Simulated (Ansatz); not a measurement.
# What strain does to In2O3 (corundum)

Corundum In2O3, relaxed with r2SCAN in Ansatz. The symmetry is R-3c (No. 167, trigonal); a = 5.508 Å, c = 14.563 Å in the conventional setting, 12.75 Å³ an atom. In has 6 O at 2.13–2.26 Å; O has 4 In at 2.13–2.26 Å.

The axes x, y and z are those of this cell:
```
In O
1.0
     2.75382    1.58992    4.85434
    -2.75382    1.58992    4.85434
     0.00000   -3.17984    4.85434
In O
4 6
Direct
  0.85704 0.85704 0.85704
  0.35704 0.35704 0.35704
  0.14296 0.14296 0.14296
  0.64296 0.64296 0.64296
  0.45339 0.04661 0.75000
  0.04661 0.75000 0.45339
  0.54661 0.95339 0.25000
  0.25000 0.54661 0.95339
  0.95339 0.25000 0.54661
  0.75000 0.45339 0.04661
```

Unstrained: PBE gives an indirect gap of 1.221 eV, from k = (0, 0.193, -0.198) to Γ; the least direct gap is 1.271 eV at Γ. The r2SCAN gap is indirect, 1.798 eV (k = (0, 0.193, -0.198) to Γ), below the direct gap of 1.836 eV at Γ. The HSE06 gap is indirect, 2.729 eV (k = (0, 0.193, -0.198) to Γ), below the direct gap of 2.740 eV at Γ. Least and direct gap differ so little that the kind isn't settled. Meshes: PBE 6×6×6, r2SCAN 6×6×6, HSE06 4×4×4. Strains are changes of length per length. After each strain the atoms were relaxed again with r2SCAN within the symmetry that the strain leaves, so tilts or polar shifts that break it weren't tested; points keep the names that they have in the unstrained zone. No spin polarisation and no zero-point or thermal motion.

Changes of the least gap in eV (an overlap counts as a negative gap):
```tsv
strain	volume change (%)	space group	PBE	r2SCAN	HSE06	energy rise, r2SCAN (meV/atom)
isotropic -3.0 % on every length	-8.7	R-3c	+0.572	+0.580	+0.616	64.5
isotropic -2.0 % on every length	-5.9	R-3c	+0.398	+0.400	+0.415	27.6
isotropic -1.0 % on every length	-3.0	R-3c	+0.204	+0.213	+0.213	6.7
isotropic +1.0 % on every length	+3.0	R-3c	-0.200	-0.208	-0.226	6.2
isotropic +2.0 % on every length	+6.1	R-3c	-0.393	-0.410	-0.446	24.0
isotropic +3.0 % on every length	+9.3	R-3c	-0.580	-0.606	-0.662	52.1
```

Isotropic -3.0 % on every length. HSE06: the gap goes from 2.729 to 3.345 eV (+0.616 eV); it turns from indirect ((0, 0.193, -0.198) → Γ) to direct (Γ); least and direct gap lie within 0.04 eV, so its kind isn't settled. Stress change with r2SCAN, compression positive: xx +21.64, yy +21.64, zz +17.22 GPa.

Isotropic -2.0 % on every length. HSE06: the gap goes from 2.729 to 3.144 eV (+0.415 eV); it turns from indirect ((0, 0.193, -0.198) → Γ) to direct (Γ); least and direct gap lie within 0.04 eV, so its kind isn't settled. Stress change with r2SCAN, compression positive: xx +13.37, yy +13.37, zz +10.70 GPa.

Isotropic -1.0 % on every length. HSE06: the gap goes from 2.729 to 2.942 eV (+0.213 eV); it turns from indirect ((0, 0.193, -0.198) → Γ) to direct (Γ); least and direct gap lie within 0.04 eV, so its kind isn't settled. Stress change with r2SCAN, compression positive: xx +6.20, yy +6.20, zz +4.99 GPa.

Isotropic +1.0 % on every length. HSE06: the gap goes from 2.729 to 2.503 eV (-0.226 eV); the edges go from (0, 0.193, -0.198) → Γ to Γ–S₀ (0.52) → Γ. Stress change with r2SCAN, compression positive: xx -5.34, yy -5.34, zz -4.34 GPa.

Isotropic +2.0 % on every length. HSE06: the gap goes from 2.729 to 2.283 eV (-0.446 eV); the edges go from (0, 0.193, -0.198) → Γ to (0, 0.188, -0.193) → Γ. Stress change with r2SCAN, compression positive: xx -9.92, yy -9.92, zz -8.08 GPa.

Isotropic +3.0 % on every length. HSE06: the gap goes from 2.729 to 2.067 eV (-0.662 eV); the edges go from (0, 0.193, -0.198) → Γ to Γ–S₀ (0.51) → Γ. Stress change with r2SCAN, compression positive: xx -13.82, yy -13.82, zz -11.29 GPa.

No spin-orbit coupling is included; it can move band edges with weight on the heavy atoms by tenths of an eV.

Where an edge lies off the special points, it is a point of the mesh or the k point where a search put PBE's edge or least direct gap, reused for the other functionals, whose own edges may lie a little apart.

Coordinates of k points refer to the reciprocal vectors of the primitive cell of the runs.

The meshes of the hybrids are coarse, so their gaps aren't converged to the digits shown.
